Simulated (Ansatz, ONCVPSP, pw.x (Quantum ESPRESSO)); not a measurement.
**What a changed setting does to a pw.x run (diamond P)**

Potential: optimised norm-conserving Vanderbilt (ONCV), ONCVPSP 4.0.1.1 (patched build), PBE; core [Ne], reference 3s2 3p3; waves: 3s: rc 1.40 bohr, ncon 3, nbas 6, qcut 4.5 1/bohr, 3 projectors, debl 3.4 Ha; 3p: rc 1.65 bohr, ncon 5, nbas 9, qcut 5.7 1/bohr, 1 projector; d scattering state at 0.04 Ha: rc 1.55 bohr, ncon 4, nbas 8, qcut 6.1 1/bohr, 3 projectors, debl 2.7 Ha; local part: polynomial inside 0.90 bohr (lpopt 3, dvloc0 -1 Ha); core correction: Teter function, fcfact 5.25, rcfact 1.2.

The reference run (k-mesh 8³, cutoffs 60/240 Ry, Fermi–Dirac 0.01 Ry, mixing_beta 0.4, conv_thr 1e-9, no spin) gives -0.42 GPa at 20.949 Å³/atom, where all-electron LAPW gives -0.21 GPa. This run, with its own iteration cap, changes mixing_beta to 0.1.

```
&control
  calculation='scf', prefix='x', pseudo_dir='./', outdir='./tmp', tstress=.true., disk_io='none'
/
&system
  ibrav=0, nat=2, ntyp=1, ecutwfc=60, ecutrho=240, nbnd=12,
  occupations='smearing', smearing='fd', degauss=0.01
/
&electrons
  conv_thr=1e-09, mixing_beta=0.1, electron_maxstep=60
/
ATOMIC_SPECIES
P 1.0 P.UPF
CELL_PARAMETERS angstrom
  0.00000000 2.75668895 2.75668895
  2.75668895 0.00000000 2.75668895
  2.75668895 2.75668895 0.00000000
ATOMIC_POSITIONS crystal
P 0.0000 0.0000 0.0000
P 0.2500 0.2500 0.2500
K_POINTS automatic
8 8 8 0 0 0
```

```bash
pw.x < P.scf.in > P.scf.out
```

Problem. How does the run end?

Solution. It converges in 9 iterations; the free energy moves by +0.0 meV/atom and the pressure by +0.00 GPa. The result is that of the reference run.

```
Message from routine setup:
     using ibrav=0 with symmetry is DISCOURAGED, use correct ibrav instead
     lattice parameter (alat)  =       7.3672  a.u.
     unit-cell volume          =     282.7417 (a.u.)^3
     number of electrons       =        10.00
     number of Kohn-Sham states=           12
     kinetic-energy cutoff     =      60.0000  Ry
     charge density cutoff     =     240.0000  Ry
     scf convergence threshold =      1.0E-09
     Exchange-correlation= PBE
     number of k points=    29  Fermi-Dirac smearing, width (Ry)=  0.0100
     iteration #  1     ecut=    60.00 Ry     beta= 0.10
     total energy              =     -28.04984974 Ry
     estimated scf accuracy    <       0.01640649 Ry
     iteration #  2     ecut=    60.00 Ry     beta= 0.10
     total energy              =     -28.04629878 Ry
     estimated scf accuracy    <       0.01287969 Ry
     iteration #  3     ecut=    60.00 Ry     beta= 0.10
     total energy              =     -28.04691379 Ry
     estimated scf accuracy    <       0.00022070 Ry
     iteration #  4     ecut=    60.00 Ry     beta= 0.10
     total energy              =     -28.04694200 Ry
     estimated scf accuracy    <       0.00011759 Ry
     iteration #  5     ecut=    60.00 Ry     beta= 0.10
     total energy              =     -28.04694542 Ry
     estimated scf accuracy    <       0.00000016 Ry
     iteration #  6     ecut=    60.00 Ry     beta= 0.10
     total energy              =     -28.04694630 Ry
     estimated scf accuracy    <       0.00000011 Ry
     iteration #  7     ecut=    60.00 Ry     beta= 0.10
     total energy              =     -28.04694600 Ry
     estimated scf accuracy    <       0.00000144 Ry
     iteration #  8     ecut=    60.00 Ry     beta= 0.10
     total energy              =     -28.04694604 Ry
     estimated scf accuracy    <          2.7E-09 Ry
     iteration #  9     ecut=    60.00 Ry     beta= 0.10
     the Fermi energy is     6.6713 ev
!    total energy              =     -28.04694604 Ry
     estimated scf accuracy    <          6.1E-10 Ry
     smearing contrib. (-TS)   =      -0.00745422 Ry
     The total energy is F=E-TS. E is the sum of the following terms:
     one-electron contribution =       3.85440295 Ry
     hartree contribution      =       2.53768809 Ry
     xc contribution           =      -8.58018272 Ry
     ewald contribution        =     -25.85140015 Ry
     convergence has been achieved in   9 iterations
          total   stress  (Ry/bohr**3)                   (kbar)     P=       -4.21
     Message from routine punch:
     Nothing written, as per user request (disk_io='none')
```

The run took about 29 s on one core of a shared host (Neoverse-N1, 64 threads, 124 GiB, load 59).
